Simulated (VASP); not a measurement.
Set up this calculation in VASP 6.6.1, as the native input.

```yaml
Task: relaxation of the atoms
Functional: PBEsol
Potentials_or_basis: VASP PAW PBE potentials, release 64 (B, P)
Cutoff: 600 eV
k_mesh: 10 × 10 × 10
Occupations: gaussian, width 0.03 eV
Spin: no spin polarisation
Further_INCAR_settings: ALGO = Normal; EDIFF = 1e-07; IBRION = 2; EDIFFG = -0.01; NSW = 40
```

The structure of BP lies in POSCAR:

```
BP                                      
1.0
    0.0000000000      2.2144049984      2.2144049984
    2.2144049984      0.0000000000      2.2144049984
    2.2144049984      2.2144049984      0.0000000000
  B               P             
     1     1
Direct
     0.0000000000000000    0.0000000000000000    0.0000000000000000
     0.2500000000000000    0.2500000000000000    0.2500000000000000
```

The cell isn't the ideal one: a relaxed cell with its volume scaled by 0.94.

These files were run (other wordings do the same):

INCAR

```
PREC     = Accurate       # precision mode
ENCUT    = 600            # plane-wave cutoff, eV
EDIFF    = 1E-7           # SCF threshold, eV
ISMEAR   = 0              # smearing method
SIGMA    = 0.03           # smearing width, eV
LREAL    = F              # projectors in reciprocal space
LASPH    = T              # aspherical terms in the spheres
NELM     = 80             # most SCF steps
ALGO     = Normal         # electronic algorithm
ISIF     = 2              # what is computed and relaxed
LWAVE    = F              # write WAVECAR
LCHARG   = F              # write CHGCAR
GGA      = PS             # functional
IBRION   = 2              # ionic algorithm
NSW      = 40             # ionic steps
EDIFFG   = -0.01          # ionic threshold
```

KPOINTS

```
Automatic mesh
0
Gamma
  10 10 10
```

Potentials or basis: VASP PAW PBE potentials, release 64 (B, P).

The run is started by

```console
$ cat potpaw_PBE.64/B/POTCAR potpaw_PBE.64/P/POTCAR > POTCAR
$ mpirun -np 1 vasp_std > vasp.out
```

Results of the run:

```yaml
Pressure_after_relaxing: 11.8 GPa
Band_gap_on_the_k_mesh: 1.03 eV, indirect (least direct gap 3.48 eV)
```

Caveat: the relaxation stopped at its first step, so nothing moved; the PAW data sets were made with another functional, which shifts forces and pressure a little.

Wall time 12 s on 1 thread of Intel(R) Xeon(R) Platinum 8488C (Sapphire Rapids), on a shared host, peak memory 0.15 GiB.
